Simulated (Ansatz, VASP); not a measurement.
# Cross-check of Ag (Ag wire along [110], 4 atoms a period) between VASP and Ansatz

One calculation is typed for both programs; each brings its own data sets. How far apart do they land? The structure shown is the start of the Ansatz relaxation below; VASP solves that cell, so the two are compared at the walk's first step.

Program: Ansatz 0.2.0. Level of theory: plane waves, with VASP 6.6.1 beside it; single point at PBE. Results are calculated unless marked as measured.

**1. The starting structure**

The cell holds 4 atoms: 4 Ag. Its edges and angles: a = 8.875 Å, b = 11.202 Å, c = 2.934 Å, α = 90.0°, β = 90.0°, γ = 90.0°. Vacuum lies along a and b. The structure's axis is c.

**2. Ansatz: relaxation, PBE**

Ansatz runs on its default PAW (the set named soft_2) files.

The two programs are compared at the cell with which this relaxation starts, whose forces are those of its first step.

Contents of input.yaml:

```yaml
crystal:
  lattice:
    - [8.875, 0.0, 0.0]
    - [0.0, 11.202, 0.0]
    - [0.0, 0.0, 2.9344931419]
  atoms:
    - { symbol: Ag, position: [0.383098592, 0.696459535, 0.0] }
    - { symbol: Ag, position: [0.383098592, 0.434497998, 0.0] }
    - { symbol: Ag, position: [0.616901408, 0.303517229, 0.5] }
    - { symbol: Ag, position: [0.616901408, 0.565478766, 0.5] }
kpoints:
  mp_grid: { grid: [1, 1, 28] }
scf:
  occupations: { method: fermi_dirac, width: 0.05 }
hamiltonian:
  xc: pbe
relax:
  cell: { fix: [a, b, alpha, beta, gamma] }
  max_steps: 60
```

Command:

```console
$ ansatz run input.yaml --threads 8 --pin off --max-ram 16384MiB --backend cpu --events-out ev --progress --plain --runs-dir out
```

Numbers of over 12 decimals in the logs are rounded to 6 here.

The log of the run:

```text
Engine: ansatz 0.2.0, aarch64-unknown-linux-gnu
Pseudopotentials: kind: paw
Pseudopotential: Ag, paw, valence charge 19, recommended cutoff 420 eV (normal), Ag.paw.azcp
Functional definition: PBE
  parameter kappa = 0.804
  parameter beta = 0.066725
  exchange = pbe_x(kappa = kappa, mu = beta*pi^2/3)
  correlation = pbe_c(beta = beta)
Crystal: 4 atoms, lattice volume = 291.741 Å³
Basis set: ecut = 420 eV, 5649 PW (Γ), exchange–correlation on 120×150×40 points (8 copies of the dense FFT grid, shifted against one another)
Bands: 46, of which v1, the nominal top of the filled ones, is band 38 counted from 1 (37 counted from 0)
Symmetry: 4 space group operations
Space group: P21/m (ITA 11), of the structure as read, at distance tolerance 6.6e-5 Å
k-points: 15 of 28
Non-local potential: Ag, projectors of the file, l = 0: 3, l = 1: 2, l = 2: 2, l = 3: 1
PAW form: soft (Blöchl's): semilocal exchange-correlation on the pseudo side does not see the compensation charge
PAW one-centre angular grid: Ag, 590 points (default); XC on 64 Gauss nodes
Initial density: superposition of atomic densities (neutral atoms: chi_scale 0, normalization atom), corrected by the library's trained network
Initial wavefunctions: pseudopotential atomic-orbital guess
Functional: x = pbe(κ = 0.804, μ = 0.219515), c = pbe(β = 0.066725)
SCF iter   1: F=—  HF=-30358.987532 eV  |F-HF|=—  |Δ(HF+E_count)|=         —  Δρ=1.59e-3  dr2=2.60e-2  ethr=1.77e-3  ⟨swp⟩=7.1  Hψ=2843  notcnv=0  defer=4
preconditioner: auto → LDOS  [metal: Δε(μ)=0.076 eV  Ē_g=7.157 eV  σ=0.050 eV  W_gap=0.34  n_scr=34 (ndim 8)  ℏωp=14.4 eV  f_vac=0.624  D(μ)=1.97/eV (n_scr^D=8)  β→1.0]
SCF iter   2: F=—  HF=-30358.987921 eV  |F-HF|=—  |Δ(HF+E_count)|=   3.89e-4  Δρ=1.57e-3  dr2=9.55e-3  ethr=3.42e-5  ⟨swp⟩=2.7  Hψ=1250  notcnv=0  defer=20
SCF iter   3: F=—  HF=-30358.986458 eV  |F-HF|=—  |Δ(HF+E_count)|=   1.46e-3  Δρ=7.97e-4  dr2=2.58e-3  ethr=1.26e-5  ⟨swp⟩=2.0  Hψ=1280  notcnv=0  defer=20
SCF iter   4: F=—  HF=-30358.985902 eV  |F-HF|=—  |Δ(HF+E_count)|=   5.56e-4  Δρ=1.85e-4  dr2=3.76e-4  ethr=3.39e-6  ⟨swp⟩=2.0  Hψ=1045  notcnv=0  defer=20
SCF iter   5: F=—  HF=-30358.985829 eV  |F-HF|=—  |Δ(HF+E_count)|=   7.32e-5  Δρ=7.69e-5  dr2=2.44e-5  ethr=4.95e-7  ⟨swp⟩=2.0  Hψ=1053  notcnv=0  defer=20
SCF iter   6: F=—  HF=-30358.985606 eV  |F-HF|=—  |Δ(HF+E_count)|=   2.22e-4  Δρ=1.63e-5  dr2=1.43e-6  ethr=3.21e-8  ⟨swp⟩=2.0  Hψ=1011  notcnv=0  defer=20
SCF iter   7: F=—  HF=-30358.985607 eV  |F-HF|=—  |Δ(HF+E_count)|=   8.98e-7  Δρ=8.26e-6  dr2=4.62e-7  ethr=1.88e-9  ⟨swp⟩=2.0  Hψ=1004  notcnv=0  defer=20
SCF iter   8: F=-30358.985607 eV  HF=-30358.985607 eV  |F-HF|=2.11e-8  |Δ(HF+E_count)|=   6.72e-9  Δρ=4.62e-6  dr2=7.95e-8  ethr=1.32e-10  ⟨swp⟩=3.0  Hψ=2705  notcnv=0
SCF 1 converged in 8 iterations: F = -30358.985607 eV  dr2 = 7.95e-8
  greatest PAW one-centre occupation: 1.000 electrons in one spin orbital (limit 2), on the Ag atom at site 3 (counted from 0), in its partial waves of l = 0
relax step   1: F+E_penalty+E_count = -30358.98560727 eV  Δ(F+E_penalty+E_count) = +0.000e0 eV  max|allowed force component| = 4.701e-1 eV/Å  Δτ_max = 0.0000 Å  P = -1.353 GPa  Ω = 291.741 Å³  fix = [a, b, alpha, beta, gamma]  reactions: a -0.588, b -1.144 GPa; gamma -0.450 GPa/rad  (8 SCF iters, dr2 threshold 1.00e-7 eV, accepted)
[...]
relax step   7: F+E_penalty+E_count = -30359.19321962 eV  Δ(F+E_penalty+E_count) = -2.487e-4 eV  max|allowed force component| = 2.214e-2 eV/Å  Δτ_max = 0.0652 Å  P = +0.049 GPa  Ω = 276.905 Å³  energy of the carried Pulay correction = +1.682e-3 eV  fix = [a, b, alpha, beta, gamma]  reactions: a +0.146, b +0.030 GPa; gamma -0.008 GPa/rad  (7 SCF iters, dr2 threshold 2.06e-8 eV, accepted)
[...]
relax step   8: F+E_penalty+E_count = -30359.19341912 eV  Δ(F+E_penalty+E_count) = -1.995e-4 eV  max|allowed force component| = 7.138e-3 eV/Å  Δτ_max = 0.0330 Å  P = +0.072 GPa  Ω = 276.841 Å³  energy of the carried Pulay correction = +1.690e-3 eV  fix = [a, b, alpha, beta, gamma]  reactions: a +0.175, b +0.042 GPa; gamma -0.002 GPa/rad  (7 SCF iters, dr2 threshold 3.06e-8 eV, accepted)
[...]
relax step   9: F+E_penalty+E_count = -30359.19346598 eV  Δ(F+E_penalty+E_count) = -4.687e-5 eV  max|allowed force component| = 2.325e-3 eV/Å  Δτ_max = 0.0267 Å  P = +0.075 GPa  Ω = 276.869 Å³  energy of the carried Pulay correction = +1.686e-3 eV  fix = [a, b, alpha, beta, gamma]  reactions: a +0.181, b +0.050 GPa; gamma -0.008 GPa/rad  (10 SCF iters, accepted)
[...]
relax step  10: F+E_penalty+E_count = -30359.19159969 eV  Δ(F+E_penalty+E_count) = +1.866e-3 eV  max|allowed force component| = 2.261e-3 eV/Å  Δτ_max = 0.0000 Å  P = +0.077 GPa  Ω = 276.869 Å³  fix = [a, b, alpha, beta, gamma]  reactions: a +0.182, b +0.051 GPa; gamma -0.007 GPa/rad  stress off target by 3.52e-3 GPa on what of the cell is left free  SCF on the basis re-selected at this cell (its energy is not comparable with the rows above)  (7 SCF iters)
basis re-selected at this cell: Δ(F+E_penalty+E_count) = +1.866e-3 eV, ΔP = +0.001 GPa vs the last step (what re-selecting the basis moved, of the pressure what is left beyond the Pulay correction that the steps carried, after the strain that the cell walked since its last selection, with what the two solves' SCF thresholds leave and, on support functions, any second-order correction that the steps lacked; it is no m [...]
SCF converged after 7 iterations
Free energy (F): -30359.191600 eV
Harris-Foulkes:  -30359.191600 eV  (|F-HF|=1.46e-11)
Internal energy: -30359.180272 eV  (E = F + TS)
E sigma→0 (E₀):  -30359.185936 eV
Entropy (-TS):   -0.011327 eV (-2.832 meV/atom)
Fermi energy:    1.231800 eV
--- Per-component energies (eV) ---
  E_band       = -2130.173063
  E_kinetic    = 2110.834840
  E_local      = -32614.383757  (includes V_loc(G=0)·N_el)
  E_nonlocal   = 323.534287
  E_hartree    = 15318.713848
  E_xc         = -734.916715
  E_vxc        = -932.917273  (∫ρ·V_xc dr)
  E_paw        = -15612.857594  (= ΣΔE_a)
  E_vpaw       = -1654.670271  (= ΣTr[D̂ρ^β])
  E_aug_tail   = 0.001227  (compensation charges beyond the density's cutoff)
  E_ewald      = 849.893590
  E_smearing   = -0.011327  (= −TS)
  E_closure    = 0.000000  (closes the sum)
  Σ components = -30359.191600   (vs F -30359.191600, Δ=0.00e0)
--- Forces (eV/Å), atoms counted from 1 ---
  atom   1  Ag     0.00163031    -0.00110772     0.00000000
  atom   2  Ag     0.00226139    -0.00033324     0.00000000
  atom   3  Ag    -0.00163031     0.00110772    -0.00000000
  atom   4  Ag    -0.00226139     0.00033324    -0.00000000
  max |Σ_I F_I| component: 1.63e-19 eV/Å
--- Stress (GPa, compression-positive) ---
        0.181683       0.007347       0.000000
        0.007347       0.051345       0.000000
        0.000000       0.000000      -0.003521
  P = ⅓ Tr σ = 0.0765 GPa (0.765 kbar)
--- Relaxed structure (9 steps of the walk, 9 accepted, 1 SCFs on fresh bases) ---
  F+E_penalty+E_count = -30359.19159969 eV   max|allowed force component| = 2.261e-3 eV/Å   (the final SCF, on the basis selected at the relaxed cell)
  cell:  # Å, volume = 276.8688 Å³
    - [8.875, 0, 0]
    - [0, 11.202, 0]
    - [0, 0, 2.784903]
  atoms:
    - { symbol: Ag, position: [0.369807, 0.673135, 4.462792528733009e-18] }
    - { symbol: Ag, position: [0.384172, 0.425746, -3.6037879588368505e-19] }
    - { symbol: Ag, position: [0.630193, 0.326841, 0.5] }
    - { symbol: Ag, position: [0.615828, 0.574230, 0.5] }
```

The column dr2 measures how far the density is from self-consistency, as an energy; F and HF (Harris–Foulkes) agree once it is small.

**3. VASP: single point, PBE, start cell**

The same cell, functional, mesh and smearing now go to VASP, with its own data sets.

Lines of VASP's logs that name or quote its potential files are left out, and so is its time.

Contents of INCAR:

```
SYSTEM = Ag
PREC = Accurate
ENCUT = 400
EDIFF = 1E-06
NELM = 120
ISMEAR = -1
SIGMA = 0.05
LREAL = .FALSE.
ALGO = Normal
GGA = PE
NBANDS = 28
LASPH = .TRUE.
LORBIT = 11
LWAVE = .FALSE.
LCHARG = .FALSE.
ISIF = 2
GGA_COMPAT = .FALSE.
KPAR = 2
```

Contents of POSCAR:

```
Ag
1.0
    8.8750000000      0.0000000000      0.0000000000
    0.0000000000     11.2020000000      0.0000000000
    0.0000000000      0.0000000000      2.9344930000
Ag
4
Direct
    0.3830985915      0.6964595608      0.0000000000
    0.3830985915      0.4344980361      0.0000000000
    0.6169014085      0.3035172291      0.5000001704
    0.6169014085      0.5654787538      0.5000001704
```

Contents of KPOINTS:

```
Automatic mesh
0
Gamma
1 1 28
0 0 0
```

Potentials, in the order of the species: Ag (PBE family, release 64).

Command:

```console
$ mpirun -np 2 vasp_std
```

The log of the run:

```text
[banner, memory and clock lines left out]
running    2 mpi-ranks, on    1 nodes
 distrk:  each k-point on    1 cores,    2 groups
 distr:  one band on    1 cores,    1 groups

 POSCAR found type information on POSCAR Ag
 POSCAR found :  1 types and       4 ions
 LDA part: xc-table for (Slater+PW92), standard interpolation
 POSCAR, INCAR and KPOINTS ok, starting setup
 FFT: planning ... GRIDC
 FFT: planning ... GRID_SOFT
 FFT: planning ... GRID
 WAVECAR not read
 entering main loop
       N       E                     dE             d eps       ncg     rms          rms(c)
DAV:   1     0.231355283646E+03    0.23136E+03   -0.15514E+04   848   0.102E+03
DAV:   2     0.538755906358E+01   -0.22597E+03   -0.21033E+03  1016   0.221E+02
DAV:   3    -0.801064329059E+01   -0.13398E+02   -0.13118E+02   916   0.530E+01
DAV:   4    -0.817784776742E+01   -0.16720E+00   -0.16703E+00   912   0.679E+00
DAV:   5    -0.818090941833E+01   -0.30617E-02   -0.30615E-02  1004   0.923E-01    0.509E+00
DAV:   6    -0.769549030107E+01    0.48542E+00   -0.16282E+00   840   0.878E+00    0.337E+00
DAV:   7    -0.767012515041E+01    0.25365E-01   -0.80721E-02   864   0.142E+00    0.186E+00
DAV:   8    -0.766479434932E+01    0.53308E-02   -0.86617E-03   896   0.471E-01    0.158E-01
DAV:   9    -0.766440127444E+01    0.39307E-03   -0.56632E-04   876   0.150E-01    0.596E-02
DAV:  10    -0.766418782648E+01    0.21345E-03   -0.52614E-04   848   0.112E-01    0.470E-02
DAV:  11    -0.766434290098E+01   -0.15507E-03   -0.29134E-04   848   0.853E-02    0.188E-02
DAV:  12    -0.766459595686E+01   -0.25306E-03   -0.52755E-05   840   0.323E-02    0.863E-03
DAV:  13    -0.766467991986E+01   -0.83963E-04   -0.13455E-05   864   0.176E-02    0.448E-03
DAV:  14    -0.766469585768E+01   -0.15938E-04   -0.54202E-06   632   0.963E-03    0.285E-03
DAV:  15    -0.766470108174E+01   -0.52241E-05   -0.14979E-06   616   0.504E-03    0.138E-03
DAV:  16    -0.766470132710E+01   -0.24537E-06   -0.31880E-07   640   0.254E-03
   1 F= -.76647013E+01 E0= -.76554365E+01  d E =-.185297E-01
```

OUTCAR, selected parts (step 3):

```text
ion  position               nearest neighbor table
   1  0.383  0.696  0.000-   2 2.93   4 2.93   4 2.93
   2  0.383  0.434  0.000-   4 2.93   1 2.93   4 2.93   3 2.93   3 2.93
   3  0.617  0.304  0.500-   4 2.93   2 2.93   2 2.93
   4  0.617  0.565  0.500-   2 2.93   3 2.93   2 2.93   1 2.93   1 2.93

  LATTYP: Found a simple orthorhombic cell.
 ALAT       =     2.9344930000
 B/A-ratio  =     3.0243725236
 C/A-ratio  =     3.8173544800

 Subroutine GETGRP returns: Found  4 space group operations
 (whereof  2 operations were pure point group operations)

The static configuration has the point symmetry C_1h.
 The point group associated with its full space group is C_2h.

 Found     15 irreducible k-points:

   k-points           NKPTS =     15   k-points in BZ     NKDIM =     15   number of bands    NBANDS=     28

   dimension x,y,z NGX =    60 NGY =   80 NGZ =   20
   dimension x,y,z NGXF=   120 NGYF=  160 NGZF=   40

   ENCUT  =  400.0 eV  29.40 Ry    5.42 a.u.  14.47 18.27  4.79*2*pi/ulx,y,z

   NELECT =      44.0000    total number of electrons

 k-points in reciprocal lattice and weights: Automatic mesh
   0.00000000  0.00000000  0.00000000       0.036
   0.00000000  0.00000000  0.03571429       0.071
   0.00000000  0.00000000  0.07142857       0.071
   0.00000000  0.00000000  0.10714286       0.071
   0.00000000  0.00000000  0.14285714       0.071
   0.00000000  0.00000000  0.17857143       0.071
   0.00000000  0.00000000  0.21428571       0.071
   0.00000000  0.00000000  0.25000000       0.071
   0.00000000  0.00000000  0.28571429       0.071
[...]
0.00000000  0.00000000  0.46428571       0.071
   0.00000000  0.00000000  0.50000000       0.036

 average (electrostatic) potential at core
       1 -79.7974       2 -79.8806       3 -79.7974       4 -79.8806

 E-fermi :  -1.1792

 k-point     1 :       0.0000    0.0000    0.0000
  band No.  band energies     occupation
    ...
     20      -4.1065      2.00000
     21      -4.0596      2.00000
     22      -3.2208      2.00000
     23      -1.7774      1.99999
     24      -1.1950      1.15597
     25       0.4406      0.00000
     26       0.6982      0.00000
     27       0.9982      0.00000
     28       2.5832      0.00000

 k-point     2 :       0.0000    0.0000    0.0357
  band No.  band energies     occupation
    ...
     20      -4.1235      2.00000
     21      -4.0687      2.00000
     22      -3.1940      2.00000
     23      -1.7524      1.99998
     24      -1.1709      0.91646
     25       0.4750      0.00000
     26       0.7308      0.00000
     27       1.0352      0.00000
     28       2.6086      0.00000

 k-point     3 :       0.0000    0.0000    0.0714
  band No.  band energies     occupation
    ...
     19      -4.1846      2.00000
     20      -4.1656      2.00000
     21      -4.0929      2.00000
     22      -3.1179      2.00000
     23      -1.6782      1.99991
     24      -1.0995      0.33752
     25       0.5766      0.00000
     26       0.8272      0.00000
     27       1.1443      0.00000
     28       2.6843      0.00000

  Total       -1.2768564     -2.2829321     -4.4358765      0.8175407      0.0000000      0.0000000
  in kB       -7.0122216    -12.5373737    -24.3608827      4.4897582      0.0000000      0.0000000
  external PRESSURE =     -14.6368260 kB  Pullay stress =       0.0000000 kB

  energy-cutoff  :      400.00
  volume of cell :      291.74
      direct lattice vectors                 reciprocal lattice vectors
     8.875000000  0.000000000  0.000000000     0.112676056  0.000000000  0.000000000
     0.000000000 11.202000000  0.000000000     0.000000000  0.089269773  0.000000000
     0.000000000  0.000000000  2.934493000     0.000000000  0.000000000  0.340774369

 POSITION                                       TOTAL-FORCE (eV/Angst)
 -----------------------------------------------------------------------------------
      3.40000      7.80174      0.00000         0.301114     -0.470833      0.000000
      3.40000      4.86725      0.00000         0.351925      0.079469      0.000000
      5.47500      3.40000      1.46725        -0.301114      0.470833      0.000000
      5.47500      6.33449      1.46725        -0.351925     -0.079469      0.000000
 -----------------------------------------------------------------------------------
    total drift:                                0.000062      0.000092     -0.000307

  FREE ENERGIE OF THE ION-ELECTRON SYSTEM (eV)
  ---------------------------------------------------
  free  energy   TOTEN  =        -7.6647013271 eV

  energy  without entropy=       -7.6461716735  energy(sigma->0) =       -7.65543650

 total charge
# of ion       s       p       d       tot
------------------------------------------
    1        0.406   0.106   9.232   9.744
    2        0.392   0.153   9.212   9.757
    3        0.406   0.106   9.232   9.744
    4        0.392   0.153   9.212   9.757
--------------------------------------------------
tot          1.596   0.518  36.889  39.003

[... 3 further parts left out ...]
```

**4. Comparison**

Known differences besides the potentials themselves: the data sets hold 76 valence electrons in Ansatz (on its default PAW (the set named soft_2) files) and 44 in VASP; the cutoff is 420 eV in Ansatz and 400 eV in VASP. Total energies have different zeros and are not compared.

Forces (eV/Å; atoms numbered as in POSCAR):

```csv
atom,"Ansatz x, y, z","VASP x, y, z"
Ag1,"0.300, -0.470, 0.000","0.301, -0.471, 0.000"
Ag2,"0.349, 0.078, 0.000","0.352, 0.079, 0.000"
Ag3,"-0.300, 0.470, 0.000","-0.301, 0.471, 0.000"
Ag4,"-0.349, -0.078, 0.000","-0.352, -0.079, 0.000"
```

The forces differ by 1.5 meV/Å r.m.s., which is 0.5 % of the r.m.s. force of 0.272 eV/Å (both taken over all components).

**5. Outcome**

* r.m.s. force difference (single point, PBE, start cell): 0.54 % of the r.m.s. force

**Reading.** The r.m.s. force difference is 0.54 % of the r.m.s. force (single point, PBE, start cell), within the 3 % picked in this series as the mark of a large difference. The data sets hold unlike numbers of valence electrons (76 in Ansatz and 44 in VASP), so part of the differences comes from the potentials. How closely two codes agree says nothing of how well the functional describes the real material.

[Lines on the potential files, build, host, timing and source positions are cut from VASP's logs without a mark.]

[Logs are printed without paths, hosts, clocks, repeated set-up lines and the standing remarks that a program may print on its own settings, such as how far it seeks lower states.]

[Hosts, paths, dates, database ids (printed as entryN), source tags and the programs' standing remarks are cut or masked in the printed files.]
